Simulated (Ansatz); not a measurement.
# Si$_{7}$Ge (P-43m), a vibration from a frozen displacement

These are results of Ansatz, DFT r2SCAN, scalar-relativistic, plane waves, PAW, not measurements. The runs took a 500 eV cutoff, a Γ-centred 6×6×6 mesh and Gaussian smearing (0.05 eV). No spin polarisation. Energies are free energies at this smearing, counted from the undisturbed cell; pressure is positive in compression.

The undisturbed cell (relaxed at this level; it needn't be the usual structure):

```xyz
8
Lattice="5.4680 0.0000 0.0000 0.0000 5.4680 0.0000 0.0000 0.0000 5.4680" Properties=species:S:1:pos:R:3 pbc="T T T"
Si    1.3803    1.3803    1.3803
Si    0.0000    2.7340    2.7340
Si    2.7340    2.7340    0.0000
Si    2.7340    0.0000    2.7340
Si    4.0877    1.3803    4.0877
Si    4.0877    4.0877    1.3803
Si    1.3803    4.0877    4.0877
Ge    0.0000    0.0000    0.0000
```

Atom 8 (Ge) is moved by x along the Cartesian unit vector (0.000, 0.000, 1.000); the cell and all other atoms stay fixed. The cell's volume is 163.49 Å³; the moved atoms weigh 72.630 u together and the others 196.595 u. Some rows repeat others by symmetry and weren't run.

```
  x (Å)  ΔE (meV/cell) total force on the moved atoms along the move (eV/Å) pressure (GPa)
-0.4500        1251.43                                                5.1872          1.8019
-0.3750         887.07                                                4.5109          1.2857
-0.3000         577.30                                                3.7346          0.8473
-0.2250         328.96                                                2.8758          0.4958
-0.1500         147.54                                                1.9530          0.2382
-0.0750          37.08                                                0.9872          0.0809
 0.0000           0.00                                                0.0000          0.0279
 0.0750          37.08                                               -0.9872          0.0809
 0.1500         147.54                                               -1.9530          0.2382
 0.2250         328.96                                               -2.8758          0.4958
 0.3000         577.30                                               -3.7346          0.8473
 0.3750         887.07                                               -4.5109          1.2857
 0.4500        1251.43                                               -5.1872          1.8019
```

Problem. What frequency belongs to this motion?

Solution. The force constant is k = −dF/dx = 13.163 eV/Å², from the parabola through x = -0.0750, 0 and 0.0750. In every cell the moved atoms swing against the rest, so the mass is μ = m₁m₂/(m₁ + m₂) = 53.036 u, and ν̃ = 521.5 cm⁻¹ × √(|k|/μ) = 260 cm⁻¹. The pattern needn't be a normal mode: ν̃² is then a weighted mean of the squared nonzero frequencies at the zone centre of this cell, taken without macroscopic field, so it lies between the lowest and the highest of them.

Problem. How far does the harmonic law reach?

Solution. At x = -0.450 Å, kx²/2 = 1332.72 meV against the computed 1251.43 meV (-6.1 %): the well is still close to harmonic there.

Problem. The pressure changes with x². What does that say about the frequency under compression?

Solution. With E = k(V)x²/2, k ∝ V^(−2γ) and x scaling with the cell as V^(1/3), P − P0 = −∂E/∂V = (2γ − 2/3) ΔE/V. At x = 0.1500 Å, V(P − P0) = 163.49 × 0.21031 / 160.2 eV = 214.60 meV and ΔE = 147.54 meV, so γ = 1/3 + V(P − P0)/(2ΔE) = 1.06. This is the Grüneisen parameter of the motion under uniform scaling of the cell: shrinking the cell evenly by 1 % in volume raises the frequency by about 1.06 %.